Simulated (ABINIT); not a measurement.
SiC (Moissanite):

```xyz
4
Lattice="3.0760 0.0000 0.0000 -1.5380 2.6639 0.0000 0.0000 0.0000 5.0480" Properties=species:S:1:pos:R:3 pbc="T T T"
Si    1.5380    0.8880    2.5240
Si    0.0000    1.7759    0.0000
C     1.5380    0.8880    4.4675
C     0.0000    1.7759    1.9435
```

| Item | Value |
| --- | --- |
| Program | ABINIT 10.8.3 (patched build) |
| Task | relaxation of cell and atoms |
| Functional | PBEsol |
| Potentials or basis | JTH PAW PBE v2.0 |
| Cutoff | 517 eV |
| k mesh | 8 × 8 × 4 |
| Occupations | fermi-dirac, width 0.05 eV |
| Spin | no spin polarisation |

At the start: pressure -0.2 GPa; volume 10.34 Å³/atom.

Problem. Where does the relaxation end?

Solution. Over 6 steps the energy falls by 8.9 meV/atom and the volume is 10.32 Å³/atom (-0.2 %); space group P6_3mc (No. 186, to 0.05 Å).

The path:
```
step  energy change (eV)  largest force (eV/Å)  pressure (GPa)  volume (Å³)
   1              0.0000                0.7391           -0.17        41.36
   2             -0.0209                0.4733           -0.27        41.34
   3             -0.0333                0.0366            0.09        41.26
   4             -0.0347                0.0184            0.05        41.27
   5             -0.0356                0.0007            0.00        41.28
   6             -0.0356                0.0000            0.00        41.28
```

Final structure:
```
CELL_PARAMETERS angstrom
3.07397 0.00000 0.00000
-1.53699 2.66214 0.00000
0.00000 0.00000 5.04455
ATOMIC_POSITIONS crystal
Si 0.66667 0.33333 0.50459
Si 0.33333 0.66667 0.00459
C 0.66667 0.33333 0.88041
C 0.33333 0.66667 0.38041
```

Caveat: the PAW data sets were made with another functional, which shifts forces and pressure a little.
